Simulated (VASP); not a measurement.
A run of VASP 6.6.1:

The input INCAR:

```
SYSTEM = W
PREC = Accurate
ENCUT = 600
EDIFF = 1E-6
ISMEAR = 1
SIGMA = 0.1
LREAL = .False.
LASPH = .True.
NELM = 80
ALGO = Normal
ISIF = 3
LWAVE = .False.
LCHARG = .False.
GGA = PS
IBRION = 2
NSW = 90
EDIFFG = -0.01
KPAR = 2
```

The input KPOINTS:

```
regular mesh
0
Gamma
  16 16 16
  0 0 0
```

POSCAR

```
W
1.0
   -1.5823450000      1.5823450000      1.5823450000
    1.5823450000     -1.5823450000      1.5823450000
    1.5823450000      1.5823450000     -1.5823450000
W
1
Direct
    0.0000000000      0.0000000000      0.0000000000
```

Potentials or basis: VASP PAW PBE potentials, release 64 (W_sv).

The run is started by

```sh
$ cat potpaw_PBE.64/W_sv/POTCAR > POTCAR
$ mpirun -np 2 vasp_std > vasp.out
```

Hardware: 2 MPI ranks on Intel(R) Xeon(R) Platinum 8488C (Sapphire Rapids), with other jobs on the host.

How long does it take, and how much memory?

Wall time 29 s on 2 MPI ranks on Intel(R) Xeon(R) Platinum 8488C (Sapphire Rapids) (shared host), peak memory 0.15 GiB a rank. Counts: scf iterations 24, k points 145, ion steps 3.
